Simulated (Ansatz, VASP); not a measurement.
# Cross-check of HfSiO4 (Hafnon) between VASP and Ansatz

Wanted: the spread between two codes on one cell, functional and k mesh. The structure shown comes from an earlier Ansatz run, which isn't shown and may have moved the atoms alone.

Method: plane waves, with VASP 6.6.1 beside it; elastic constants at LDA, in Ansatz 0.2.0.

## 1. The starting structure

The structure is tetragonal, space group I4_1/amd (No. 141). Conventional cell: a = 6.572 Å, b = 6.572 Å, c = 5.963 Å, α = 90.00°, β = 90.00°, γ = 90.00°. Nearest to Hf lie 8 O at 2.11 to 2.25 Å. Nearest to Si lie 4 O at 1.63 Å. Nearest to O lie 1 Si at 1.63 Å and 2 Hf at 2.11 to 2.25 Å. Farther neighbours and most contacts between anions are not listed.

## 2. Ansatz: elastic constants, LDA

Ansatz runs on its default PAW (the set named soft_2) files.

Elastic constants are differences of stresses under small strains, so they test the stress and the mesh.

input.yaml reads:

```yaml
crystal:
  lattice:
    - [-3.28625, 3.28625, 2.9816]
    - [3.28625, -3.28625, 2.9816]
    - [3.28625, 3.28625, -2.9816]
  atoms:
    - { symbol: Hf, position: [0.75, 0.25, 0.5] }
    - { symbol: Hf, position: [0.0, 0.0, 0.0] }
    - { symbol: Si, position: [0.25, 0.75, 0.5] }
    - { symbol: Si, position: [0.5, 0.5, 0.0] }
    - { symbol: O, position: [0.1335707954, 0.317863039, 0.8157077564] }
    - { symbol: O, position: [0.067863039, 0.7521552826, 0.6842922436] }
    - { symbol: O, position: [0.5021552826, 0.317863039, 0.1842922436] }
    - { symbol: O, position: [0.067863039, 0.3835707954, 0.3157077564] }
    - { symbol: O, position: [0.6164292046, 0.932136961, 0.6842922436] }
    - { symbol: O, position: [0.682136961, 0.8664292046, 0.1842922436] }
    - { symbol: O, position: [0.2478447174, 0.932136961, 0.3157077564] }
    - { symbol: O, position: [0.682136961, 0.4978447174, 0.8157077564] }
kpoints:
  mp_grid: { grid: [4, 4, 4] }
hamiltonian:
  xc: lda
scf:
  occupations: { method: gaussian, width: 0.02 }
output:
  forces: true
  stress: true
  eigenvalues: true
elastic:
  mode: relaxed_ion
  stencil: two_point
```

The run is started by

```console
$ ansatz run input.yaml --threads 8 --pin off --max-ram 16384MiB --backend cpu --events-out ev --progress --plain --runs-dir out
```

Numbers of over 12 decimals in the logs are rounded to 6 here.

Output:

```text
Engine: ansatz 0.2.0, x86_64-unknown-linux-gnu
Pseudopotentials: kind: paw
Pseudopotential: Hf, paw, valence charge 26, recommended cutoff 420 eV (normal), Hf.paw.azcp
Pseudopotential: Si, paw, valence charge 4, recommended cutoff 420 eV (normal), Si.paw.azcp
Pseudopotential: O, paw, valence charge 6, recommended cutoff 420 eV (normal), O.paw.azcp
Functional definition: SPW92
  exchange = slater_x
  correlation = pw_c
Crystal: 12 atoms, lattice volume = 128.798 Å³
Basis set: ecut = 420 eV, 2513 PW (Γ)
Bands: 66, of which v1, the nominal top of the filled ones, is band 54 counted from 1 (53 counted from 0)
Symmetry: 16 space group operations
Space group: I41/amd (ITA 141), of the structure as read, at distance tolerance 5.1e-5 Å
k-points: 13 of 64
Non-local potential: Hf, projectors of the file, l = 0: 3, l = 1: 2, l = 2: 2, l = 3: 3
Non-local potential: Si, projectors of the file, l = 0: 2, l = 1: 2, l = 2: 2
Non-local potential: O, projectors of the file, l = 0: 2, l = 1: 2, l = 2: 1
PAW form: soft (Blöchl's): semilocal exchange-correlation on the pseudo side does not see the compensation charge
PAW frozen core: Hf, regenerated for the run's functional, and the local potential with it (the file was generated under x = pbe(κ = 0.804, μ = 0.219515), c = pbe(β = 0.066725))
PAW frozen core: Si, regenerated for the run's functional, and the local potential with it (the file was generated under x = pbe(κ = 0.804, μ = 0.219515), c = pbe(β = 0.066725))
PAW frozen core: O, regenerated for the run's functional, and the local potential with it (the file was generated under x = pbe(κ = 0.804, μ = 0.219515), c = pbe(β = 0.066725))
PAW one-centre angular grid: Hf, 590 points (default); XC on 64 Gauss nodes
PAW one-centre angular grid: Si, 110 points (default); XC on 64 Gauss nodes
PAW one-centre angular grid: O, 110 points (default); XC on 64 Gauss nodes
Initial density: superposition of atomic densities (neutral atoms: chi_scale 0, normalization atom), corrected by the library's trained network
Initial wavefunctions: pseudopotential atomic-orbital guess
Functional: x = slater, c = lda
SCF iter   1: F=—  HF=-36632.500375 eV  |F-HF|=—  |Δ(HF+E_count)|=         —  Δρ=1.88e-2  dr2=4.24e-1  ethr=1.77e-3  ⟨swp⟩=6.2  Hψ=3416  notcnv=0  defer=5
preconditioner: auto → Resta (q_TF=auto, 2.649 Å⁻¹)  ε∞=4.7  [insulator: Δε(μ)=5.004 eV  Ē_g=17.435 eV  σ=0.020 eV  W_gap=1.00  n_scr=42 (ndim 8)  ℏωp=33.4 eV  f_vac=0.044  D(μ)=0.00/eV (n_scr^D=0)  ε∞_Penn≈4.7]
SCF iter   2: F=—  HF=-36632.388267 eV  |F-HF|=—  |Δ(HF+E_count)|=   1.12e-1  Δρ=4.50e-3  dr2=9.23e-3  ethr=3.93e-4  ⟨swp⟩=2.0  Hψ=1411  notcnv=0  defer=62
SCF iter   3: F=—  HF=-36632.385280 eV  |F-HF|=—  |Δ(HF+E_count)|=   2.99e-3  Δρ=2.23e-3  dr2=3.44e-3  ethr=8.54e-6  ⟨swp⟩=2.0  Hψ=1407  notcnv=0  defer=62
SCF iter   4: F=—  HF=-36632.384531 eV  |F-HF|=—  |Δ(HF+E_count)|=   7.49e-4  Δρ=5.91e-4  dr2=2.87e-4  ethr=3.18e-6  ⟨swp⟩=2.1  Hψ=1371  notcnv=0  defer=62
SCF iter   5: F=—  HF=-36632.384279 eV  |F-HF|=—  |Δ(HF+E_count)|=   2.53e-4  Δρ=1.48e-4  dr2=1.82e-5  ethr=2.66e-7  ⟨swp⟩=2.2  Hψ=1304  notcnv=0  defer=62
SCF iter   6: F=—  HF=-36632.384270 eV  |F-HF|=—  |Δ(HF+E_count)|=   8.89e-6  Δρ=3.02e-5  dr2=1.43e-6  ethr=1.68e-8  ⟨swp⟩=2.4  Hψ=1315  notcnv=0  defer=62
SCF iter   7: F=—  HF=-36632.384275 eV  |F-HF|=—  |Δ(HF+E_count)|=   4.62e-6  Δρ=7.05e-6  dr2=7.55e-8  ethr=1.32e-9  ⟨swp⟩=2.0  Hψ=1497  notcnv=0  defer=62
SCF iter   8: F=—  HF=-36632.384275 eV  |F-HF|=—  |Δ(HF+E_count)|=   1.02e-8  Δρ=1.76e-6  dr2=3.28e-9  ethr=6.99e-11  ⟨swp⟩=2.2  Hψ=1158  notcnv=0  defer=62
SCF iter   9: F=—  HF=-36632.384275 eV  |F-HF|=—  |Δ(HF+E_count)|=   1.75e-9  Δρ=3.86e-7  dr2=2.19e-10  ethr=3.03e-12  ⟨swp⟩=2.0  Hψ=1485  notcnv=0  defer=62
SCF iter  10: F=—  HF=-36632.384275 eV  |F-HF|=—  |Δ(HF+E_count)|=  2.18e-11  Δρ=6.29e-8  dr2=3.73e-12  ethr=2.03e-13 (applied; sched 1.00e-12)  ⟨swp⟩=3.0  Hψ=1655  notcnv=0  defer=62
SCF iter  11: F=—  HF=-36632.384275 eV  |F-HF|=—  |Δ(HF+E_count)|=  1.46e-11  Δρ=2.30e-8  dr2=5.37e-13  ethr=3.45e-15 (applied; sched 1.00e-12)  ⟨swp⟩=2.1  Hψ=1482  notcnv=0  defer=62
SCF iter  12: F=—  HF=-36632.384275 eV  |F-HF|=—  |Δ(HF+E_count)|=  1.46e-11  Δρ=2.33e-8  dr2=4.73e-13  ethr=1.00e-12  ⟨swp⟩=11.1  Hψ=3648  notcnv=0
SCF iter  13: F=-36632.384275 eV  HF=-36632.384275 eV  |F-HF|=7.28e-12  |Δ(HF+E_count)|=  7.28e-12  Δρ=2.53e-9  dr2=7.08e-15  ethr=1.00e-12  ⟨swp⟩=2.2  Hψ=3004  notcnv=0
SCF 1 converged in 13 iterations: F = -36632.384275 eV  dr2 = 7.08e-15
  greatest PAW one-centre occupation: 0.999 electrons in one spin orbital (limit 2), on the Hf atom at site 1 (counted from 0), in its partial waves of l = 3
relax step   1: F+E_penalty+E_count = -36632.38427450 eV  Δ(F+E_penalty+E_count) = +0.000e0 eV  max|allowed force component| = 8.799e-5 eV/Å  Δτ_max = 0.0000 Å  (13 SCF iters, accepted)
[...]
iter 1 solved again at ethr=1.00e-12 eV; its pass at ethr=3.10e-3 eV (dr2=3.17e-14 eV) is discarded
SCF iter   1: F=—  HF=-36632.384192 eV  |F-HF|=—  |Δ(HF+E_count)|=         —  Δρ=4.15e-9  dr2=1.48e-14  ethr=1.00e-12  ⟨swp⟩=2.6  Hψ=4214  notcnv=0
SCF iter   2: F=-36632.384192 eV  HF=-36632.384192 eV  |F-HF|=1.46e-11  |Δ(HF+E_count)|=  1.46e-11  Δρ=2.56e-9  dr2=6.26e-15  ethr=1.00e-12  ⟨swp⟩=4.3  Hψ=4313  notcnv=0
SCF 50 converged in 2 iterations: F = -36632.384192 eV  dr2 = 6.26e-15
SCF converged after 10 iterations
Free energy (F): -36632.384275 eV
Harris-Foulkes:  -36632.384275 eV  (|F-HF|=7.28e-12)
Internal energy: -36632.384275 eV  (E = F + TS)
E sigma→0 (E₀):  -36632.384275 eV
Fermi energy:    12.360725 eV
--- Per-component energies (eV) ---
  E_band       = -237.843075
  E_kinetic    = 2338.875608
  E_local      = -16007.605172  (includes V_loc(G=0)·N_el)
  E_nonlocal   = -2011.887182
  E_hartree    = 7144.438787
  E_xc         = -1287.282665
  E_vxc        = -1376.927072  (∫ρ·V_xc dr)
  E_paw        = -15523.558553  (= ΣΔE_a)
  E_vpaw       = 2530.802804  (= ΣTr[D̂ρ^β])
  E_aug_tail   = 0.020367  (compensation charges beyond the density's cutoff)
  E_ewald      = -11291.243981
  E_core_change = 5.858519  (= ΣΔE_core)
  E_smearing   = -0.000000  (= −TS)
  E_closure    = -0.000000  (closes the sum)
  Σ components = -36632.384275   (vs F -36632.384275, Δ=0.00e0)
--- Forces (eV/Å), atoms counted from 1 ---
  atom   1  Hf     0.00000000    -0.00000000     0.00000000
  atom   2  Hf    -0.00000000     0.00000000    -0.00000000
  atom   3  Si    -0.00000000    -0.00000000    -0.00000000
  atom   4  Si     0.00000000    -0.00000000     0.00000000
  atom   5  O     -0.00000000     0.00003726     0.00003209
  atom   6  O     -0.00003726    -0.00000000     0.00003209
  atom   7  O     -0.00000000    -0.00003726     0.00003209
  atom   8  O      0.00003726    -0.00000000     0.00003209
  atom   9  O      0.00000000    -0.00003726    -0.00003209
  atom  10  O     -0.00003726    -0.00000000    -0.00003209
  atom  11  O      0.00000000     0.00003726    -0.00003209
  atom  12  O      0.00003726    -0.00000000    -0.00003209
  max |Σ_I F_I| component: 1.83e-17 eV/Å
--- Stress (GPa, compression-positive) ---
       -4.936576       0.000000       0.000000
        0.000000      -4.936576      -0.000000
        0.000000      -0.000000      -5.750357
  P = ⅓ Tr σ = -5.2078 GPa (-52.078 kbar)
--- Band table (eV; the first three rows and the last of 13) ---
  k-point 0: bands = [... 50 lower, 9.1544, 9.1544, 9.1653, 9.7038, 15.4081, 15.7232, 15.7374, 15.9039, ... 8 higher]
  k-point 1: bands = [... 50 lower, 8.8806, 8.9899, 9.1413, 9.4550, 15.2074, 15.2851, 15.8038, 15.8920, ... 8 higher]
  k-point 2: bands = [... 50 lower, 8.7879, 8.7879, 9.1058, 9.1058, 15.0178, 15.0178, 16.1977, 16.1977, ... 8 higher]
  k-point 12: bands = [... 50 lower, 8.6143, 8.6143, 8.8473, 8.8473, 15.9122, 15.9122, 16.2821, 16.2821, ... 8 higher]
--- Elastic constants: 4 strain directions × 2 members + reference (group order 16) ---
  dense FFT box of the reference and of every strained cell: 40×40×40
  strains applied: 11, 33, 23, 12; error gains: componentwise 1.00 (the most a stress slope's error grows in a printed constant), spectral 1.41 (1 for all six strains in a standard setting)
  reference relaxed by the batch: 2 steps; max|allowed force component| 8.80e-5 eV/Å at the deck's positions, 3.73e-5 at the last accepted step, 3.73e-5 by the solve of record
  largest displacement 1.2e-6 Å; the constants are those of the deck's cell at these positions:
  atoms:
    - { symbol: Hf, position: [0.75, 0.250000, 0.500000] }
    - { symbol: Hf, position: [0, 0, 0] }
    - { symbol: Si, position: [0.250000, 0.75, 0.500000] }
    - { symbol: Si, position: [0.5, 0.5, 0] }
    - { symbol: O, position: [0.133571, 0.317863, 0.815708] }
    - { symbol: O, position: [0.067863, 0.752155, 0.684292] }
    - { symbol: O, position: [0.502155, 0.317863, 0.184292] }
    - { symbol: O, position: [0.067863, 0.383571, 0.315708] }
    - { symbol: O, position: [0.616429, 0.932137, 0.684292] }
    - { symbol: O, position: [0.682137, 0.866429, 0.184292] }
    - { symbol: O, position: [0.247845, 0.932137, 0.315708] }
    - { symbol: O, position: [0.682137, 0.497845, 0.815708] }
  C = ∂σ_k/∂η_j (tension-positive GPa; Voigt order 11 22 33 23 13 12):
       418.729     61.307    145.059     -0.000     -0.000     -0.000
        61.307    418.729    145.059      0.000     -0.000     -0.000
       143.951    143.951    480.119      0.000     -0.000     -0.000
         0.000     -0.000     -0.000    111.007     -0.000     -0.000
        -0.000     -0.000      0.000      0.000    111.007     -0.000
        -0.000      0.000      0.000      0.000      0.000     52.011
  reference stress σ⁰ (GPa):      4.937      4.937      5.750      0.000     -0.000     -0.000
  C* (energy form; C + prestress term) asymmetry max|C*_kj − C*_jk| = 2.944e-1 GPa — a small one proves nothing (zero by symmetry where the batch's group is 432, −43m or m−3m); a large one is finite-difference/SCF noise where every solve meets its electron count
  moduli (Voigt/Reuss/Hill, GPa): K = 224.25/218.86/221.55   G = 119.29/100.06/109.68   E = 282.42   ν = 0.288
  mechanically stable: yes (min eigenvalue of sym C = 52.01 GPa)
  strain η (Voigt 11):  stress-route row diagonal C_11 = 418.73 GPa, energy-path curvature d²(F+E_count+ΔE)/dδ²/Ω₀ = 417.58 GPa
         δ    σ_11 (GPa)             F (eV)   n_scf  n_hpsi   n_pw
    -2.000e-3       4.0902      -36632.3913709       2    9110   2524   relax 6 steps, max|allowed force component| 3.82e-5 eV/Å
     2.000e-3       5.7651      -36632.3754603       2    9013   2536   relax 5 steps, max|allowed force component| 2.93e-5 eV/Å
  strain η (Voigt 33):  stress-route row diagonal C_33 = 480.12 GPa, energy-path curvature d²(F+E_count+ΔE)/dδ²/Ω₀ = 478.88 GPa
         δ    σ_33 (GPa)             F (eV)   n_scf  n_hpsi   n_pw
    -2.000e-3       4.7822      -36632.3929823       2    6972   2534   relax 4 steps, max|allowed force component| 1.32e-6 eV/Å
     2.000e-3       6.7027      -36632.3742827       2    6466   2534   relax 3 steps, max|allowed force component| 5.61e-7 eV/Å
  strain η (Voigt 23):  stress-route row diagonal C_44 = 111.01 GPa, energy-path curvature d²(F+E_count+ΔE)/dδ²/Ω₀ = 108.69 GPa
         δ    σ_23 (GPa)             F (eV)   n_scf  n_hpsi   n_pw
    -2.000e-3      -0.2220      -36632.3839533       2   12096   2534   relax 9 steps, max|allowed force component| 1.13e-5 eV/Å
     2.000e-3       0.2220      -36632.3839533       2   12095   2534   relax 7 steps, max|allowed force component| 1.52e-5 eV/Å
  strain η (Voigt 12):  stress-route row diagonal C_66 = 52.01 GPa, energy-path curvature d²(F+E_count+ΔE)/dδ²/Ω₀ = 49.89 GPa
         δ    σ_12 (GPa)             F (eV)   n_scf  n_hpsi   n_pw
    -2.000e-3      -0.1040      -36632.3841920       2    8945   2534   relax 3 steps, max|allowed force component| 3.49e-6 eV/Å
     2.000e-3       0.1040      -36632.3841920       2    8969   2534   relax 2 steps, max|allowed force component| 1.16e-5 eV/Å
```

(Part 1 of 3 ends here.)

[Lines on the potential files, build, host, timing and source positions are cut from VASP's logs without a mark.]

[Logs are printed without paths, hosts, clocks, repeated set-up lines and the standing remarks that a program may print on its own settings, such as how far it seeks lower states.]

[Hosts, paths, dates, database ids (printed as entryN), source tags and the programs' standing remarks are cut or masked in the printed files.]
